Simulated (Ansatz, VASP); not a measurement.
# Two plane-wave programs on Co

File INCAR:

```
PREC = Accurate
ENCUT = 600
EDIFF = 1E-6
ISMEAR = 0
SIGMA = 0.1
LREAL = False
LASPH = True
NELM = 150
ALGO = Normal
ISIF = 3
LWAVE = False
LCHARG = False
ISPIN = 2
MAGMOM = 3 3 3 3
LORBIT = 11
LMAXMIX = 4
GGA = PE
IBRION = 2
NSW = 90
EDIFFG = -0.04
```

Contents of KPOINTS:

```
regular mesh
0
Gamma
  4 6 6
```

POSCAR

```
Co
1.0
    5.0167872196      0.0000000000      0.0000000000
    0.0000000000      3.6144970811      0.0000000000
    0.0000000000      0.0000000000      2.7158243453
Co
4
Direct
    0.1666700000      0.7500000000      0.5235200000
    0.3333300000      0.2500000000      0.0235200000
    0.6666700000      0.7500000000      0.9764800000
    0.8333300000      0.2500000000      0.4764800000
```

Input for Ansatz:

```yaml
crystal:
  lattice:
    - [5.0167872196, 0.0, 0.0]
    - [0.0, 3.6144970811, 0.0]
    - [0.0, 0.0, 2.7158243453]
  atoms:
    - { symbol: Co, position: [0.16667, 0.75, 0.52352], spin: 3.0 }
    - { symbol: Co, position: [0.33333, 0.25, 0.02352], spin: 3.0 }
    - { symbol: Co, position: [0.66667, 0.75, 0.97648], spin: 3.0 }
    - { symbol: Co, position: [0.83333, 0.25, 0.47648], spin: 3.0 }
basis:
  ecutwfc: 420
kpoints:
  mp_grid: { grid: [4, 6, 6] }
hamiltonian:
  xc: pbe
scf:
  occupations: { method: gaussian, width: 0.1 }
  lower_state_search: "off"
output:
  forces: true
  stress: true
  eigenvalues: true
  populations: true
magnetization:
  spin_polarized: true
relax:
  adjacent_minimum: "off"
  f_tol: 0.04
  max_steps: 70
  cell: { stress_tol: 0.4 }
```

Alike in both runs: task relaxation of cell and atoms; functional PBE; k mesh 4 × 6 × 6; occupations gaussian, width 0.1 eV; collinear spin.

|  | VASP | Ansatz |
| --- | --- | --- |
| version | VASP 6.6.1 | Ansatz 0.2.0 |
| potentials or method | VASP PAW PBE potentials, release 64 (Co) | scalar-relativistic, plane waves, PAW |
| plane-wave cutoff (eV) | 600 | 420 |
| valence electrons in the cell | 36 | 68 |

|  | VASP | Ansatz | Ansatz less VASP |
| --- | --- | --- | --- |
| gap on the k mesh at the Fermi level, each at its own relaxed structure (eV) | none | none | - |
| net moment per atom (μB) | 1.65 | 1.66 | +0.008 |
| size of the moment on the site where the two differ most (μB) | 1.67 | 1.73 | +0.063 |
| relaxed volume (Å³/atom) | 10.85 | 10.89 | +0.042 |
| relaxed cell length with the largest relative difference (Å) | 2.477 | 2.483 | +0.0061 |
| energy change over the relaxation (meV/atom) | -312 | -317 | -5.2 |

Site moments also hang on the region over which each program counts them. A gap of «none» marks a metal or a gap that the smearing closes. The two sets of potentials don't hold the same shells in valence.

Caveats: the k mesh is coarse (spacing up to 0.39 Å⁻¹), so the values aren't converged.
